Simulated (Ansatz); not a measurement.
Write the native input for Ansatz 0.2.0 that does the following.

```
Task                : density of states
Functional          : PBEsol
Potentials or basis : all-electron PAW datasets made for the crystal
Cutoff              : 160 eV (chosen from the basis error)
k mesh              : 11 × 11 × 11
Occupations         : fermi-dirac, width 0.05 eV
Spin                : no spin polarisation
```

The system is Ge.

```
Ge
1.0
    -2.49590    2.65086    1.43695
     2.49590   -2.65086    1.43695
     2.49590    2.65086   -1.43695
Ge
2
Direct
  0.31406 0.06406 0.25000
  0.68594 0.93594 0.75000
```

This isn't the form of Ge at room conditions, which is diamond.

These files were run (other wordings do the same):

input.yaml

```yaml
crystal:
  lattice:
    - [-2.495898, 2.650863, 1.436947]
    - [2.495898, -2.650863, 1.436947]
    - [2.495898, 2.650863, -1.436947]
  atoms:
    - { symbol: Ge, position: [0.314057, 0.064057, 0.25] }
    - { symbol: Ge, position: [0.685943, 0.935943, 0.75] }
kpoints:
  mp_grid: { grid: [11, 11, 11] }
scf:
  occupations: { method: fermi_dirac, width: 0.05 }
hamiltonian:
  xc: pbesol
  pseudopotentials: { kind: all_electron, datasets: crystal }
output:
  forces: true
  stress: true
  eigenvalues: true
  dos: { projected: false, de: 0.2, e_range: [-20, 10] }
```

Potentials or basis: all-electron PAW datasets made for the crystal.

The run is started by

```sh
$ ansatz run input.yaml --threads 1 --pin off --max-ram 3072MiB --backend cpu --events-out ev --progress --plain --runs-dir out
```

Results of the run:

```
Pressure               : -2.5 GPa
Largest force          : 0.059 eV/Å
Band gap on the k mesh : none (metal or under the smearing width)
```

Caveat: the program warned that the printed levels may be off, so bands, gaps and densities of states are rough.

It took 11 s on 1 thread of Arm Neoverse V2, on a shared host, peak memory 0.46 GiB.
